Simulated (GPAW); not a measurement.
# A GW chain in GPAW: LiF (Griceite), part 2 of 2

Wanted: ground state, empty states, screening and self-energy for LiF (Griceite).

GPAW 26.7.0; PBE and many-body steps on it, plane waves. Known limits of the many-body steps: not at the basis limit.

So far. Step 3 (Bands along the symmetry lines): The gap is 9.068 eV, −0.002 eV from the run before at this level. Step 4 (Empty states on the mesh, 6×6×6 mesh, 156 bands): On this mesh the gap is 9.070 eV.

## 5. Screening and self-energy, 6×6×6 mesh, 68 bands, screening to 150 eV

Now the one-shot GW correction: screening in the RPA, then the self-energy of the levels asked for.

This step: G0W0 on PBE, plane waves, PAW.

Input file run.py:

```python
import json
import numpy as np
from gpaw.mpi import world
from gpaw.response.g0w0 import G0W0

gw = G0W0('full.gpw',
    filename='gw',
    kpts=[0],
    bands=(2, 6),
    ecut=150,
    nbands=68,
    integrate_gamma='WS',
    ppa=True)
gw.calculate()
res = {mode: {k: v for k, v in r.items() if k != 'sigma_eskwn'}
       for mode, r in gw.all_results.items()}

if world.rank == 0:
    with open('result.json', 'w') as f:
        json.dump(res, f, default=lambda x: x.tolist())
```

Command:

```sh
$ mpirun -n 4 gpaw python run.py
```

Numbers of over 12 decimals in the logs are rounded to 6 here.

What it wrote:

```text
Using integrator: PointIntegrator
FrequencyGridDescriptor(from 0.000+0.000j to 0.000+27.211j eV, 2 points)
Nonperiodic BCs:  [False False False]
Using integrator: PointIntegrator
FrequencyGridDescriptor(from 0.000+0.000j to 0.000+27.211j eV, 2 points)
Nonperiodic BCs:  [False False False]
  ___  _ _ _
 |   || | | |
 | | || | | |
 |__ ||_____|
 |___|

BZ k-points: Symmetries present (total): 48

  [... matrices ...]
216 k-points: 6 x 6 x 6 Monkhorst-Pack grid + [1/12,1/12,1/12]
16 k-points in the irreducible part of the Brillouin zone
       k-points in crystal coordinates                weights
   0:     0.00000000    0.00000000    0.00000000          1/216
   1:     0.16666667    0.16666667    0.00000000          6/216
   2:     0.16666667    0.16666667    0.16666667          8/216
   3:     0.33333333    0.16666667    0.16666667         12/216
   4:     0.33333333    0.33333333   -0.33333333         12/216
   5:     0.33333333    0.33333333    0.00000000          6/216
   6:     0.33333333    0.33333333    0.16666667         24/216
   7:     0.33333333    0.33333333    0.33333333          8/216
   8:     0.50000000    0.33333333   -0.33333333         24/216
   9:     0.50000000    0.33333333   -0.16666667         12/216
          ...
  15:     0.50000000    0.50000000    0.50000000          4/216

Distributing spins, k-points and bands (1 x 1 x 4) over 4 processes
Number of blocks: 1

Quasi particle states:
k-points (IBZ indices): [0]
Band range: (2, 6)
  [... matrices ...]
Computational parameters:
Plane wave cut-off: 150 eV
Number of bands: 68
Coulomb cutoff: None
Broadening: 0.1 eV

fxc modes: GW
Kernel: RPA
Using Godby-Needs plasmon-pole approximation:
  Fitting energy: i*E0, E0 = 1.000 Hartree
Summing all q:

Calculating screened Coulomb potential
No Coulomb truncation
FrequencyGridDescriptor(from 0.000+0.000j to 0.000+27.211j eV, 2 points)
Removing empty qpoint cache files...

Calculating chi0 body with:
    Ground state adapter containing:
    Number of spins: 1
    Number of kpoints: 216
    Number of irreducible kpoints: 16
    Number of completely occupied states: 4
    Number of partially occupied states: 4
    Occupied states memory: 0.35595703125 M / cpu

    Linear response parametrization:
    q_c: [1.3877787807814457e-17, 1.3877787807814457e-17, 1.3877787807814457e-17]
    Number of frequency points: 2
    Planewave cutoff: 150.0
    Number of bands: 68
    Number of planewaves: 65
    Broadening (eta): 1e-06
    comm.size: 4
    kncomm.size: 4
    blockcomm.size: 1

    Memory estimate of potentially large arrays:
        chi0_wGG: 0.128937 M / cpu
Integrating chi0 body.

Symmetries of q_c:
    Direct symmetries (Uq -> q): 48
    Indirect symmetries (TUq -> q): 0
In total 48 allowed symmetries.

  [... matrices ...]
16 groups of equivalent kpoints. 92.592593% reduction.

Integral kind: response function
Integrating chi0 head and wings.

Symmetries of q_c:
    Direct symmetries (Uq -> q): 48
    Indirect symmetries (TUq -> q): 0
In total 48 allowed symmetries.

  [... matrices ...]
16 groups of equivalent kpoints. 92.592593% reduction.

Integral kind: response function wings

Calculating chi0 body with:
    Ground state adapter containing:
    Number of spins: 1
    Number of kpoints: 216
    Number of irreducible kpoints: 16
    Number of completely occupied states: 4
    Number of partially occupied states: 4
[... the further q-points ...]

Results:
f:      Occupation numbers
eps:     KS-eigenvalues [eV]
vxc:     KS vxc [eV]
exx:     Exact exchange [eV]
sigma:   Self-energies [eV]
dsigma:  Self-energy derivatives
Z:       Renormalization factors
qp:      QP-energies [eV]

k-point 0 (0): (0.000, 0.000, 0.000)                GW
band       f     eps     vxc     exx   sigma  dsigma       Z      qp
                                                                   GW
   2   1.000  -0.676 -24.228 -31.854   4.576  -0.217   0.822  -3.182
   3   1.000  -0.676 -24.228 -31.854   4.576  -0.217   0.822  -3.182
   4   0.000   8.393 -12.400  -7.509  -3.001  -0.121   0.892  10.079
   5   0.000  23.528  -9.361  -2.968  -3.817  -0.155   0.866  25.759
```

The job ended after 27 s (4 MPI ranks of Arm Neoverse V1, shared host; peak memory 0.91 GiB).

This step gave:

* G0W0 gap on the points computed: 13.26 eV
* least direct G0W0 gap on the computed points: 13.26 eV
* Z at the valence top: 0.8215
* Z at the conduction bottom: 0.8917
* starting gap on the mesh: 9.070 eV
* k of the valence top: 0, 0, 0
* k of the conduction bottom: 0, 0, 0

The gap on the mesh goes from 9.07 eV to 13.26 eV, a correction of +4.19 eV.

Limits: finite bands, cutoff and mesh. v1 is the top filled band, c1 the lowest empty one. Levels before and after the correction, in eV, zero at the valence-band top of each column:

```
           conduction bottom  valence top
Kohn-Sham               9.07         0.00
     G0W0              13.26         0.00
```

```
             level  energy (eV)
Kohn-Sham  Γ v2-v1        0.000
Kohn-Sham     Γ c1        9.070
Kohn-Sham     Γ c2       24.204
     G0W0  Γ v2-v1        0.000
     G0W0     Γ c1       13.261
     G0W0     Γ c2       28.941
```

## 6. Where the time went

Times are wall times on 4 MPI ranks of Arm Neoverse V1, shared host, good to a factor of about two.

```
                          step   time  share  memory (GiB)
                  ground state  5.2 s   12 %          0.58
bands along the symmetry lines  5.5 s   13 %          0.59
      empty states on the mesh    5 s   12 %          0.69
     screening and self-energy   27 s   63 %          0.91
```

## 7. What came out

```yaml
pbe_gap: 9.07 eV, indirect (only 2 meV under the direct gap)
g0w0_gap_on_the_mesh: 13.26 eV
gw_settings: 6×6×6 mesh, 68 bands, screening to 150 eV, Godby-Needs plasmon pole
known_limits: not at the basis limit
```

What this shows: G0W0 moves the gap on the mesh from 9.07 eV to 13.26 eV (+4.19 eV), with Z of 0.82 and 0.89 at the edges. Only 1 of the mesh's irreducible points was corrected, so a valley elsewhere could overtake. The dearest step here is «screening and self-energy». Bands and cutoff are finite, so the gap is not at the basis limit. The miss can reach some tenths of an eV and take either sign; the mesh is an error of its own. These stock PAW sets were not made for GW. In the G0W0 run levels were corrected at 1 k point alone, so a gap called «on the mesh» is the least over those, and an edge elsewhere would be missed.

[Paths, hosts, dates, memory and timing lines, banners, echoed tables and standing remarks are left out of the program output.]

[Logs are printed without paths, hosts, clocks, repeated set-up lines and the standing remarks that a program may print on its own settings, such as how far it seeks lower states.]

[Runs of the session that timed out or met a known fault of the program may be left out.]

[Hosts, paths, dates, database ids (printed as entryN), source tags and the programs' standing remarks are cut or masked in the printed files.]
